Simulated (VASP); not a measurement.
A run of VASP 6.6.1 is set up as follows.

INCAR

```
SYSTEM = Pb
PREC = Accurate
ENCUT = 600
EDIFF = 1E-7
ISMEAR = 1
SIGMA = 0.1
LREAL = .False.
LASPH = .True.
NELM = 80
ALGO = Normal
ISIF = 2
LWAVE = .False.
LCHARG = .False.
METAGGA = R2SCAN
LMIXTAU = .True.
IBRION = 2
NSW = 40
EDIFFG = -0.01
```

KPOINTS

```
regular mesh
0
Gamma
  14 14 14
  0 0 0
```

Contents of POSCAR:

```
Pb                                      
1.0
    0.0000000000      2.4472640861      2.4472640861
    2.4472640861      0.0000000000      2.4472640861
    2.4472640861      2.4472640861      0.0000000000
  Pb            
     1
Direct
     0.0000000000000000    0.0000000000000000    0.0000000000000000
```

Potentials or basis: VASP PAW PBE potentials, release 64 (Pb_d).

Command:

```console
$ cat potpaw_PBE.64/Pb_d/POTCAR > POTCAR
$ mpirun -np 1 vasp_std > vasp.out
```

Q: Predict the band gap on the k mesh.

A: None (metal or under the smearing width).

Final structure:
```cif
data_structure
_symmetry_space_group_name_H-M 'P 1'
_symmetry_Int_Tables_number 1
_cell_length_a 3.4610
_cell_length_b 3.4610
_cell_length_c 3.4610
_cell_angle_alpha 60.000
_cell_angle_beta 60.000
_cell_angle_gamma 60.000
_cell_volume 29.31
loop_
_atom_site_label
_atom_site_type_symbol
_atom_site_fract_x
_atom_site_fract_y
_atom_site_fract_z
_atom_site_occupancy
Pb1 Pb 0.00000 0.00000 0.00000 1
```

Caveat: the relaxation stopped at its first step, so nothing moved. The run has no spin-orbit coupling, so splittings on Pb are missing.
